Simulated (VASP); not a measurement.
A run of VASP 6.6.1 is set up as follows.

File INCAR:

```
SYSTEM = MoS2
PREC     = Accurate       ! precision mode
ENCUT    = 520            ! plane-wave cutoff, eV
EDIFF    = 1E-6           ! SCF threshold, eV
ISMEAR   = 0              ! smearing method
SIGMA    = 0.05           ! smearing width, eV
LREAL    = .False.        ! projectors in reciprocal space
LASPH    = .True.         ! aspherical terms in the spheres
NELM     = 100            ! most SCF steps
ALGO     = Normal         ! electronic algorithm
ISIF     = 2              ! what is computed and relaxed
LWAVE    = .False.        ! write WAVECAR
LCHARG   = .False.        ! write CHGCAR
ISPIN    = 2              ! spin polarisation
MAGMOM   = 1 0 0          ! initial moments
LORBIT   = 11             ! projections on sites
NUPDOWN  = 1              ! fixed moment
LMAXMIX  = 4              ! l up to which the mixer works
LDAU     = .True.         ! DFT+U
LDAUTYPE = 2            
LDAUL    = 2 -1           ! shell
LDAUU    = 5 0            ! U, eV
LDAUJ    = 0 0          
LDAUPRINT= 1            
GGA      = PS             ! functional
```

File KPOINTS:

```
regular mesh
0
Gamma
  6 6 6
  0 0 0
```

The input POSCAR:

```
MoS2
1.0
    0.0000000000      2.9959514200      2.9959514200
    2.9959514200      0.0000000000      2.9959514200
    2.9959514200      2.9959514200      0.0000000000
Mo S
1 2
Direct
    0.0000000000      0.0000000000      0.0000000000
    0.2500000000      0.2500000000      0.2500000000
    0.7500000000      0.7500000000      0.7500000000
```

Potentials or basis: VASP PAW PBE potentials, release 64 (Mo_sv, S).

The run is started by

```bash
$ cat potpaw_PBE.64/Mo_sv/POTCAR potpaw_PBE.64/S/POTCAR > POTCAR
$ mpirun -np 1 vasp_std > vasp.out
```

Problem. Predict the pressure.

Solution. -3.9 GPa.

Eigenvalues of the final occupation matrices:
| site | spin | trace | eigenvalues |
| --- | --- | --- | --- |
| site 1 d | 1 | 2.62 | 0.32 0.32 0.32 0.82 0.82 |
| site 1 d | 2 | 1.10 | 0.15 0.15 0.27 0.27 0.27 |

Caveat: the PAW data sets were made with another functional, which shifts forces and pressure a little; the total moment is fixed, so each spin has its own Fermi level. The state reached can hang on the start; a lower one may exist.
